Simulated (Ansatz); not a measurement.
# PbO: the cost of one run

Program: Ansatz 0.2.0. Level of theory: DFT PBE, scalar-relativistic, plane waves, PAW. These are calculated values, not measurements.

## (1) The structure to begin with

Symmetry: Pbcm, No. 57, orthorhombic system. The conventional cell has a = 5.893 Å, b = 5.490 Å, c = 4.753 Å, α = 90.00°, β = 90.00°, γ = 90.00°. Around Pb (site symmetry m) lie 4 O at 2.22 to 2.48 Å. O (site symmetry m) has 4 Pb at 2.22 to 2.48 Å as nearest neighbours.

As a file:

```
CELL_PARAMETERS angstrom
5.89310 0.00000 0.00000
0.00000 5.49040 0.00000
0.00000 0.00000 4.75280
ATOMIC_POSITIONS crystal
Pb 0.22970 0.98840 0.25000
Pb 0.77030 0.01160 0.75000
Pb 0.22970 0.51160 0.75000
Pb 0.77030 0.48840 0.25000
O 0.86530 0.09170 0.25000
O 0.13470 0.90830 0.75000
O 0.86530 0.40830 0.75000
O 0.13470 0.59170 0.25000
```

This is candidate A: structure reported for this formula (Pbcm, No. 57).

(A quick probe on a coarse mesh, which set the mesh and smearing, is not shown.)

## (3) Rough relaxation on the coarse mesh (candidate A)

Contents of input.yaml:

```yaml
crystal:
  lattice:
    - [5.8931, 0.0, 0.0]
    - [0.0, 5.4904, 0.0]
    - [0.0, 0.0, 4.7528]
  atoms:
    - { symbol: Pb, position: [0.2297, 0.9884, 0.25] }
    - { symbol: Pb, position: [0.7703, 0.0116, 0.75] }
    - { symbol: Pb, position: [0.2297, 0.5116, 0.75] }
    - { symbol: Pb, position: [0.7703, 0.4884, 0.25] }
    - { symbol: O, position: [0.8653, 0.0917, 0.25] }
    - { symbol: O, position: [0.1347, 0.9083, 0.75] }
    - { symbol: O, position: [0.8653, 0.4083, 0.75] }
    - { symbol: O, position: [0.1347, 0.5917, 0.25] }
basis:
  ecutwfc: 420
kpoints:
  mp_grid: { grid: [4, 4, 4] }
hamiltonian:
  xc: pbe
scf:
  occupations: { method: gaussian, width: 0.1 }
  lower_state_search: "off"
output:
  forces: true
  stress: true
  eigenvalues: true
relax:
  adjacent_minimum: "off"
  f_tol: 0.04
  max_steps: 70
  cell: { stress_tol: 0.4 }
```

Run with:

```bash
> ansatz run input.yaml --threads 1 --pin off --max-ram 2560MiB --backend cpu --events-out ev --progress --plain --runs-dir out
```

**Question.** How long does this run take on 1 thread of Arm Neoverse V2, shared host, and how much memory does it need?

About 1.7 min, with a peak of 0.49 GiB.
